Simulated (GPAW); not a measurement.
Input of a GPAW 26.7.0 run:

run.py

```python
import json
import numpy as np
from ase.dft.bandgap import bandgap
from ase.dft.wannier import Wannier
from ase.io import read, write
from gpaw import GPAW, PW

atoms = read('POSCAR')

calc = GPAW(mode=PW(800),
            xc={'name': 'vdW-DF-cx', 'backend': 'libvdwxc'},
            kpts={'size': (9, 9, 5), 'gamma': True},
            occupations={'name': 'fermi-dirac', 'width': 0.05},
            nbands=31,
            convergence={'density': 1e-05, 'energy': 1e-05},
            mixer={'backend': 'pulay'},
            maxiter=50,
            txt='gpaw.txt')
atoms.calc = calc
energy = atoms.get_potential_energy()
forces = atoms.get_forces()
calc.write('gs.gpw')
write('result.traj', atoms)
print(f'Energy: {energy:.6f} eV')
print('Forces (eV/A):')
print(forces.round(4))
print('Fermi level:', round(calc.get_fermi_level(), 4), 'eV')
print(f'Gap: {bandgap(calc)[0]:.4f} eV, direct: {bandgap(calc, direct=True)[0]:.4f} eV')

nocc = int(round(calc.get_number_of_electrons() / 2))
full = calc.fixed_density(kpts={'size': (4, 4, 4), 'gamma': True}, symmetry='off', nbands=nocc + 6,
                          convergence={'bands': nocc}, txt='full.txt')
wan, values = None, []
for seed in range(6):  # several starts, since the search can end in a local maximum
    trial = Wannier(nwannier=nocc, calc=full, nbands=nocc, functional='var',
                    initialwannier='orbitals' if seed == 0 else 'random', rng=np.random.RandomState(seed))
    trial.localize(tolerance=1e-6)
    values.append(trial.get_functional_value())
    print(f'start {seed}: functional {values[-1]:.5f}', flush=True)
    if values[-1] == max(values):
        wan = trial
wan.localize(step=0.1, tolerance=1e-8)
wan.translate_all_to_cell((0, 0, 0))
centres, spreads = wan.get_centers(), wan.get_spreads()
for x, s in zip(centres, spreads):
    d = np.linalg.norm(atoms.repeat(3).positions - atoms.cell.sum(0) - x, axis=1)
    print(x.round(4), f'spread {s:.4f} A^2, nearest {atoms[d.argmin() % len(atoms)].symbol} at {d.min():.3f} A')
onsite = wan.get_hopping((0, 0, 0)).diagonal().real
print('On-site energies:', onsite.round(4))
json.dump({'centres': centres.tolist(), 'spreads': spreads.tolist(), 'onsite': onsite.tolist(), 'values': values},
          open('wannier.json', 'w'))
```

File POSCAR:

```
ZnO
1.0
    3.2493080000      0.0000000000      0.0000000000
   -1.6246540000      2.8139832727      0.0000000000
    0.0000000000      0.0000000000      5.2057090000
Zn O
2 2
Direct
    0.6666666667      0.3333333333      0.0000000000
    0.3333333333      0.6666666667      0.5000000000
    0.3333333333      0.6666666667      0.8790100000
    0.6666666667      0.3333333333      0.3790100000
```

Potentials or basis: GPAW PAW data sets (gpaw-data 1.2.1), pw.

Launch:

```sh
$ OMP_NUM_THREADS=1 python run.py
```

(1) Predict the total Wannier spread.

(2) What does it give for the largest force?

(3) What does it give for the band gap on the k mesh?

## Answers

(1) 7.92 Å² over 18 functions.

(2) 0.072 eV/Å.

(3) 0.85 eV, direct.

Caveat: the PAW data sets were made with another functional, which shifts forces and pressure a little.
